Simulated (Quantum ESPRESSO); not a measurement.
## GaAs: single point with PBE

**Measured values to compare with.**

“Evidence of valence band perturbations in GaAsN/GaAs(001): A combined variable-angle spectroscopic ellipsometry and modulated photoreflectance investigation”, 2008, arxiv:0805.2212 reports, for a bulk crystal of GaAs at 300 K: band gap 1.418 ± 0.005 eV (direct).

The system is GaAs.

```xyz
2
Lattice="0.0000 2.8268 2.8268 2.8268 0.0000 2.8268 2.8268 2.8268 0.0000" Properties=species:S:1:pos:R:3 pbc="T T T"
As    4.2403    4.2403    4.2403
Ga    0.0000    0.0000    0.0000
```

* Program: Quantum ESPRESSO 7.5
* Task: single point
* Functional: PBE
* Potentials or basis: PseudoDojo 0.4.1 SR PBE standard
* Cutoff: 1143 eV
* Density cutoff: 4572 eV
* k mesh: 12 × 12 × 12
* Occupations: fixed
* Spin: no spin polarisation

- Band gap on the k mesh, mean-field level: 0.52 eV, direct

Levels at points of the mesh, in eV from the valence-band top:
```tsv
k point	band 10	band 11	band 12	band 13	band 14	band 15	band 16	band 17	band 18	band 19
(0.00, 0.00, 0.00)	-14.73	-12.73	0.00	0.00	0.00	0.52	3.75	3.75	3.75	7.61
(0.00, 0.00, -0.50)	-14.73	-10.97	-6.63	-1.14	-1.14	1.00	4.65	4.65	7.77	10.40
(0.00, -0.50, -0.50)	-14.72	-10.23	-6.81	-2.67	-2.67	1.47	1.67	10.18	10.18	10.98
```

It took 2.5 min on 1 thread of Arm Neoverse V2, on a shared host, peak memory 0.14 GiB.

Measured gap of GaAs: 1.418 eV (direct; 300 K; “Evidence of valence band perturbations in GaAsN/GaAs(001): A combined variable-angle spectroscopic ellipsometry and modulated photoreflectance investigation”, 2008, arxiv:0805.2212). This calculation gives 0.52 eV (-0.90 eV). 3 values of this kind are on record (1.412 to 1.51 eV); this one was drawn at random among those near their median, those with a stated uncertainty first. Spin-orbit coupling on As, Ga is left out. The value is that of PBE on a finite k mesh, which can miss the band edges, without temperature or zero-point motion. Semilocal functionals fall short of measured gaps as a rule.
